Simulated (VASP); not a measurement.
# Ca (I4/mmm) in VASP: reference runs

Reference runs on Ca: the cell as given and a disturbed copy.

All numbers are computed with VASP 6.6.1; they aren't measurements. Logs are shortened: lines on timing, memory, paths and dates and some standing lists are left out, and cuts for length are marked.

### 1 Starting point

Symmetry: I4/mmm, No. 139, tetragonal system. The conventional cell has a = 4.410 Å, b = 4.410 Å, c = 4.392 Å, α = 90.00°, β = 90.00°, γ = 90.00°. Around Ca (site symmetry 4/mmm) lie 8 Ca at 3.81 Å.

This isn't the form of Ca at room conditions, which is fcc.

### 2 Single point, PBE

The input, INCAR:

```
SYSTEM = Ca
PREC = Accurate
ENCUT = 520
EDIFF = 1E-7
ISMEAR = -1
SIGMA = 0.05
LREAL = .False.
LASPH = .True.
NELM = 80
ALGO = Normal
ISIF = 2
LWAVE = .False.
LCHARG = .True.
GGA = PE
LELF = .True.
LVHAR = .True.
NBANDS = 11
```

The input, KPOINTS:

```
regular mesh
0
Gamma
  9 9 9
  0 0 0
```

The input, POSCAR:

```
Ca
1.0
   -2.2052049036      2.2052049036      2.1961148100
    2.2052049036     -2.2052049036      2.1961148100
    2.2052049036      2.2052049036     -2.1961148100
Ca
1
Direct
    0.5000000000      0.5000000000      0.0000000000
```

Potentials or basis: VASP PAW PBE potentials, release 64 (Ca_sv).

Started as:

```console
$ cat potpaw_PBE.64/Ca_sv/POTCAR > POTCAR
$ mpirun -np 1 vasp_std > vasp.out
```

OUTCAR:

```text
SYSTEM = Ca
   PREC = Accurate
   ENCUT = 520
   EDIFF = 1E-7
   ISMEAR = -1
   LREAL = .False.
   LASPH = .True.
   NELM = 80
   ISIF = 2
   GGA = PE

 ion  position               nearest neighbor table
   1  0.500  0.500  0.000-

  LATTYP: Found a body centered tetragonal cell.
 ALAT       =     4.4104098072
 C/A-ratio  =     0.9958778916

  Lattice vectors:

 A1 = (  -2.2052049036,   2.2052049036,   2.1961148100)
 A2 = (   2.2052049036,  -2.2052049036,   2.1961148100)
 A3 = (   2.2052049036,   2.2052049036,  -2.1961148100)

Analysis of symmetry for initial positions (statically):
=====================================================================
 Subroutine PRICEL returns:
 Original cell was already a primitive cell.

 Routine SETGRP: Setting up the symmetry group for a
 body centered tetragonal supercell.

 Subroutine GETGRP returns: Found 16 space group operations
 (whereof 16 operations were pure point group operations)
 out of a pool of 16 trial point group operations.

The static configuration has the point symmetry D_4h.

Analysis of symmetry for dynamics (positions and initial velocities):
=====================================================================
 Subroutine PRICEL returns:
 Original cell was already a primitive cell.

 Routine SETGRP: Setting up the symmetry group for a
 body centered tetragonal supercell.

 Subroutine GETGRP returns: Found 16 space group operations
 (whereof 16 operations were pure point group operations)
 out of a pool of 16 trial point group operations.

The dynamic configuration has the point symmetry D_4h.

 Subroutine INISYM returns: Found 16 space group operations
 (whereof 16 operations are pure point group operations),
 and found     1 'primitive' translations

----------------------------------------------------------------------------------------

                                     Primitive cell

  volume of cell :      42.7182

  direct lattice vectors                    reciprocal lattice vectors
    -2.205204904  2.205204904  2.196114810     0.000000000  0.226736300  0.227674800
     2.205204904 -2.205204904  2.196114810     0.226736300  0.000000000  0.227674800
     2.205204904  2.205204904 -2.196114810     0.226736300  0.226736300  0.000000000

  length of vectors
     3.814285987  3.814285987  3.814285987     0.321317855  0.321317855  0.320653550

  position of ions in fractional coordinates (direct lattice)
     0.500000000  0.500000000  0.000000000

  ion indices of the primitive-cell ions
   primitive index   ion index
                 1           1

----------------------------------------------------------------------------------------

 KPOINTS: regular mesh

Automatic generation of k-mesh.
 Grid dimensions read from file:
 generate k-points for:    9    9    9

 Generating k-lattice:

  Cartesian coordinates                     Fractional coordinates (reciprocal lattice)
     0.000000000  0.025192922  0.025297200     0.111111111 -0.000000000  0.000000000
     0.025192922  0.000000000  0.025297200    -0.000000000  0.111111111  0.000000000
     0.025192922  0.025192922  0.000000000     0.000000000  0.000000000  0.111111111

  Length of vectors
     0.035701984  0.035701984  0.035628172

  Shift w.r.t. Gamma in fractional coordinates (k-lattice)
     0.000000000  0.000000000  0.000000000

 Subroutine IBZKPT returns following result:
 ===========================================

 Found     75 irreducible k-points:

 Following reciprocal coordinates:
            Coordinates               Weight
  0.000000  0.000000  0.000000      1.000000
  0.111111  0.000000 -0.000000      8.000000
  0.222222  0.000000 -0.000000      8.000000
  0.333333  0.000000 -0.000000      8.000000
  0.444444  0.000000 -0.000000      8.000000
  0.111111  0.111111 -0.000000      8.000000
[... 42 lines left out ...]
 -0.333333 -0.333333  0.111111      8.000000
 -0.222222 -0.333333  0.111111     16.000000
 [... further k-points ...]
   k-points           NKPTS =     75   k-points in BZ     NKDIM =     75   number of bands    NBANDS=     11
   number of dos      NEDOS =    301   number of ions     NIONS =      1
   total plane-waves  NPLWV =  21952
   dimension x,y,z NGX =    28 NGY =   28 NGZ =   28
   dimension x,y,z NGXF=    56 NGYF=   56 NGZF=   56
   ions per type =               1
   NGX,Y,Z   is equivalent  to a cutoff of  12.20, 12.20, 12.20 a.u.
   NGXF,Y,Z  is equivalent  to a cutoff of  24.41, 24.41, 24.41 a.u.
 SYSTEM =  Ca
   PREC   = accura    normal or accurate (medium, high low for compatibility)
   ISTART =      0    job   : 0-new  1-cont  2-samecut
   ICHARG =      2    charge: 1-file 2-atom 10-const
   ISPIN  =      1    spin polarized calculation?
   LNONCOLLINEAR =      F non collinear calculations
   LSORBIT =      F    spin-orbit coupling
   LASPH  =      T    aspherical Exc in radial PAW
   ENCUT  =  520.0 eV  38.22 Ry    6.18 a.u.   7.09  7.09  7.09*2*pi/ulx,y,z
   NELM   =     80;   NELMIN=  2; NELMDL= -5     # of ELM steps
   EDIFF  = 0.1E-06   stopping-criterion for ELM
   LREAL  =      F    real-space projection
   EDIFFG = 0.1E-05   stopping-criterion for IOM
   NSW    =      0    number of steps for IOM
   IBRION =     -1    ionic relax: 0-MD 1-quasi-New 2-CG
   NFREE  =      0    steps in history (QN), initial steepest desc. (CG)
   ISIF   =      2    stress and relaxation
   ISYM   =      2    0-nonsym 1-usesym 2-fastsym
   POTIM  = 0.5000    time-step for ionic-motion
   TEBEG  =    0.0;   TEEND  =   0.0 temperature during run
   PSTRESS=    0.0 pullay stress
   NELECT =      10.0000    total number of electrons
   NUPDOWN=      -1.0000    fix difference up-down
   EMIN   =  10.00;   EMAX   =-10.00  energy-range for DOS
   EFERMI =   0.00;   METHOD = LEGACY
   ISMEAR =    -1;   SIGMA  =   0.05  broadening in eV -4-tet -1-fermi 0-gaus
   EFERMI_NEDOS =   21; number of points for ismear=-14 and -15
   IALGO  =     38    algorithm
   IMIX   =      4    mixing-type and parameters
     AMIX     =   0.40;   BMIX     =  1.00
     AMIX_MAG =   1.60;   BMIX_MAG =  1.00
  volume/ion in A,a.u.               =      42.72       288.28
  Fermi-wavevector in a.u.,A,eV,Ry     =   1.008952  1.906643 13.850516  1.017984
  Thomas-Fermi vector in A             =   2.141851
   LORBIT       =      0    0 simple, 1 ext, 2 COOP (PROOUT), +10 PAW based schemes
   GGA     = PE    functional components
   LHFCALC =     F    Hartree Fock is set to
   AEXX    =    0.0000 exact exchange contribution
   IVDW    =     0    specifies the selected vdW correction
   LEPSILON=     F    determine dielectric tensor
   LRPA    =     F    only Hartree local field effects (RPA)
 non-spin polarized calculation
  energy-cutoff  :      520.00
  volume of cell :       42.72
 maximum number of plane-waves:      1161
   NGX = 15   NGY = 15   NGZ = 15

 number of electron      10.0000001 magnetization

 Free energy of the ion-electron system (eV)
  ---------------------------------------------------
  ext. energy  EPLUGINS =         0.00000000
  ---------------------------------------------------
  free energy    TOTEN  =        -1.91789821 eV

  energy without entropy =       -1.90285832  energy(sigma->0) =       -1.91037826

 E-fermi :   1.9717     XC(G=0):  -7.6980

 val. band max:        1.9630895206   @ k =  -0.4444   0.4444   0.4444
 cond. band min:       1.9725886088   @ k =  -0.4444  -0.4444   0.4444
 fundamental gap:      0.0094990882
 Fermi energy:         1.9717385879

 k-point     1 :       0.0000    0.0000    0.0000
  band No.  band energies     occupation
      1     -40.1331      2.00000
      2     -21.0504      2.00000
      3     -21.0496      2.00000
      4     -21.0496      2.00000
      5      -2.0875      2.00000
      6       4.2233      0.00000
      7       4.2415      0.00000
      8       4.2415      0.00000
      9       5.2648      0.00000
     10       5.2882      0.00000
     11      12.0854      0.00000

 k-point     2 :       0.1111    0.0000   -0.0000
  band No.  band energies     occupation
      1     -40.1315      2.00000
      2     -21.0659      2.00000
      3     -21.0549      2.00000
      4     -21.0500      2.00000
      5      -1.8670      2.00000
      6       4.0990      0.00000
      7       4.1422      0.00000
      8       4.3978      0.00000
      9       5.1443      0.00000
     10       5.2770      0.00000
     11      11.7560      0.00000

 k-point     3 :       0.2222    0.0000   -0.0000
  band No.  band energies     occupation
      1     -40.1273      2.00000
      2     -21.1060      2.00000
      3     -21.0684      2.00000
      4     -21.0499      2.00000
      5      -1.2328      2.00000
      6       3.6762      0.00000
      7       3.7931      0.00000
      8       4.8695      0.00000
      9       5.0818      0.00000
     10       5.3181      0.00000
     11      10.1882      0.00000

 k-point     4 :       0.3333    0.0000   -0.0000
  band No.  band energies     occupation
      1     -40.1226      2.00000
      2     -21.1510      2.00000
      3     -21.0837      2.00000
      4     -21.0499      2.00000
      5      -0.2759      2.00000
      6       2.9514      0.00000
      7       3.4869      0.00000
      8       5.1770      0.00000
      9       5.4203      0.00000
     10       5.5552      0.00000
     11       8.4250      0.00000
[... 463 lines left out ...]
 k-point    38 :      -0.3333    0.3333    0.1111
  band No.  band energies     occupation
      1     -40.1213      2.00000
      2     -21.1478      2.00000
      3     -21.0900      2.00000
      4     -21.0615      2.00000
      5      -0.0962      2.00000
      6       2.9718      0.00000
      7       3.6450      0.00000
      8       4.7340      0.00000
      9       5.5167      0.00000
     10       5.5221      0.00000
     11       8.4457      0.00000

 k-point    39 :      -0.2222    0.3333    0.1111
  band No.  band energies     occupation
      1     -40.1217      2.00000
      2     -21.1330      2.00000
      3     -21.0904      2.00000
      4     -21.0703      2.00000
      5      -0.2660      2.00000
      6       3.2492      0.00000
      7       3.7399      0.00000
      8       4.5292      0.00000
      9       5.2767      0.00000
     10       5.5418      0.00000
     11       9.0900      0.00000

 k-point    40 :      -0.1111    0.3333    0.1111
  band No.  band energies     occupation
      1     -40.1213      2.00000
      2     -21.1479      2.00000
      3     -21.0897      2.00000
      4     -21.0620      2.00000
      5      -0.0929      2.00000
      6       2.9824      0.00000
      7       3.6242      0.00000
      8       4.7507      0.00000
      9       5.5147      0.00000
     10       5.5226      0.00000
     11       8.4685      0.00000

 [... further k-points ...]

------------------------ aborting loop because EDIFF is reached ----------------------------------------

  FORCE on cell =-STRESS in cart. coord.  units (eV):
  Direction    XX          YY          ZZ          XY          YZ          ZX
  --------------------------------------------------------------------------------------
  -------------------------------------------------------------------------------------
  Total       -0.0483968     -0.0483968     -0.0496182      0.0000000      0.0000000      0.0000000
  in kB       -1.8151561     -1.8151561     -1.8609670      0.0000000      0.0000000      0.0000000
  external PRESSURE =      -1.8304264 kB  Pullay stress =       0.0000000 kB

 VOLUME and BASIS-vectors are now :
 -----------------------------------------------------------------------------
  energy-cutoff  :      520.00
  volume of cell :       42.72
      direct lattice vectors                 reciprocal lattice vectors
    -2.205204904  2.205204904  2.196114810     0.000000000  0.226736300  0.227674800
     2.205204904 -2.205204904  2.196114810     0.226736300  0.000000000  0.227674800
     2.205204904  2.205204904 -2.196114810     0.226736300  0.226736300  0.000000000

 POSITION                                       TOTAL-FORCE (eV/Angst)
 -----------------------------------------------------------------------------------
      0.00000      0.00000      2.19611         0.000000      0.000000     -0.000000
 -----------------------------------------------------------------------------------
    total drift:                                0.000000     -0.000000      0.000000

  FREE ENERGIE OF THE ION-ELECTRON SYSTEM (eV)
  ---------------------------------------------------
  free  energy   TOTEN  =        -1.9178982081 eV

  energy  without entropy=       -1.9028583171  energy(sigma->0) =       -1.91037826
```

Run time: 13 s. Hardware: 1 thread of Intel Xeon Platinum 8559C (Emerald Rapids), shared host; peak memory 0.17 GiB.

Results:

```yaml
Free_energy: -1.9179 eV
Pressure: -0.2 GPa
Band_gap_on_the_k_mesh: none (metal or under the smearing width)
```

### 3 Single point, PBE (cell strained at random at fixed volume)

The input, INCAR:

```
PREC = Accurate ; ENCUT = 520
EDIFF = 1E-7 ; ISMEAR = -1
SIGMA = 0.05 ; LREAL = F
LASPH = T ; NELM = 80
ALGO = Normal ; ISIF = 2
LWAVE = F ; LCHARG = T
GGA = PE ; LELF = T
LVHAR = T ; NBANDS = 11
```

The input, KPOINTS:

```
Automatic mesh
0
Gamma
  9 9 9
```

The input, POSCAR:

```
Ca
1.0
   -2.2038050000      2.1629010000      2.1603480000
    2.2123740000     -2.2110480000      2.2172980000
    2.2268780000      2.2341210000     -2.2086940000
Ca
1
Direct
    0.5065310000      0.4948170000     -0.0060770000
```

Potentials or basis: VASP PAW PBE potentials, release 64 (Ca_sv).

Started as:

```console
$ cat potpaw_PBE.64/Ca_sv/POTCAR > POTCAR
$ mpirun -np 1 vasp_std > vasp.out
```

OUTCAR:

```text
PREC = Accurate
   ENCUT = 520
   EDIFF = 1E-7
   ISMEAR = -1
   LREAL = F
   LASPH = T
   NELM = 80
   ISIF = 2
   GGA = PE

 ion  position               nearest neighbor table
   1  0.507  0.495  0.994-

  LATTYP: Found a triclinic cell.
 ALAT       =     9.9098665102
 B/A-ratio  =     0.6329943515
 C/A-ratio  =     0.3802830429
 COS(alpha) =     0.0008804469
 COS(beta)  =     0.2510543866
 COS(gamma) =     0.9508628794

  Lattice vectors:

 A1 = (   0.0375770000,   8.8421910000,  -4.4743380000)
 A2 = (   0.0145040000,   4.4451690000,  -4.4259920000)
 A3 = (  -2.2038050000,   2.1629010000,   2.1603480000)

Analysis of symmetry for initial positions (statically):
=====================================================================
 Subroutine PRICEL returns:
 Original cell was already a primitive cell.

 Routine SETGRP: Setting up the symmetry group for a
 triclinic supercell.

 Subroutine GETGRP returns: Found  2 space group operations
 (whereof  1 operations were pure point group operations)
 out of a pool of  2 trial point group operations.

[... 194 lines left out ...]

 k-point     1 :       0.0000    0.0000    0.0000
  band No.  band energies     occupation
      1     -40.1335      2.00000
      2     -21.0523      2.00000
      3     -21.0497      2.00000
      4     -21.0484      2.00000
      5      -2.0873      2.00000
      6       4.1442      0.00000
      7       4.2598      0.00000
      8       4.2949      0.00000
      9       5.2432      0.00000
     10       5.3161      0.00000
     11      11.9562      0.00000
[... 533 lines left out ...]
 k-point    40 :      -0.2222    0.4444   -0.0000
  band No.  band energies     occupation
      1     -40.1209      2.00000
      2     -21.1499      2.00000
      3     -21.1008      2.00000
      4     -21.0614      2.00000
      5       0.2454      2.00000
      6       2.8507      0.00000
      7       3.2582      0.00000
      8       5.0281      0.00000
      9       5.4554      0.00000
     10       5.9671      0.00000
     11       8.0245      0.00000

 [... further k-points ...]

------------------------ aborting loop because EDIFF is reached ----------------------------------------

  FORCE on cell =-STRESS in cart. coord.  units (eV):
  Direction    XX          YY          ZZ          XY          YZ          ZX
  --------------------------------------------------------------------------------------
  -------------------------------------------------------------------------------------
  Total       -0.0434744     -0.0554406     -0.0528061     -0.0327973      0.0565701     -0.0145682
  in kB       -1.6305382     -2.0793395     -1.9805323     -1.2300882      2.1217013     -0.5463895
  external PRESSURE =      -1.8968033 kB  Pullay stress =       0.0000000 kB

 VOLUME and BASIS-vectors are now :
 -----------------------------------------------------------------------------
  energy-cutoff  :      520.00
  volume of cell :       42.72
      direct lattice vectors                 reciprocal lattice vectors
    -2.203805000  2.162901000  2.160348000    -0.001642943  0.229974783  0.230965837
     2.212374000 -2.211048000  2.217298000     0.224814360  0.001327290  0.228007808
     2.226878000  2.234121000 -2.208694000     0.224083147  0.226273337  0.002050009

 POSITION                                       TOTAL-FORCE (eV/Angst)
 -----------------------------------------------------------------------------------
      2.19177      2.22206     -0.00383         0.000000      0.000000      0.000000
 -----------------------------------------------------------------------------------
    total drift:                                0.000003     -0.000002      0.000000

  FREE ENERGIE OF THE ION-ELECTRON SYSTEM (eV)
  ---------------------------------------------------
  free  energy   TOTEN  =        -1.9171398558 eV

  energy  without entropy=       -1.9027155379  energy(sigma->0) =       -1.90992770
```

Run time: 75 s. Hardware: 1 thread of Intel Xeon Platinum 8559C (Emerald Rapids), shared host; peak memory 0.29 GiB.

What came out:

```
Free energy            : -1.9171 eV
Pressure               : -0.2 GPa
Band gap on the k mesh : none (metal or under the smearing width)
```

Stress tensor (GPa, compression positive):
```
-0.16 -0.12 -0.05
-0.12 -0.21  0.21
-0.05  0.21 -0.20
```
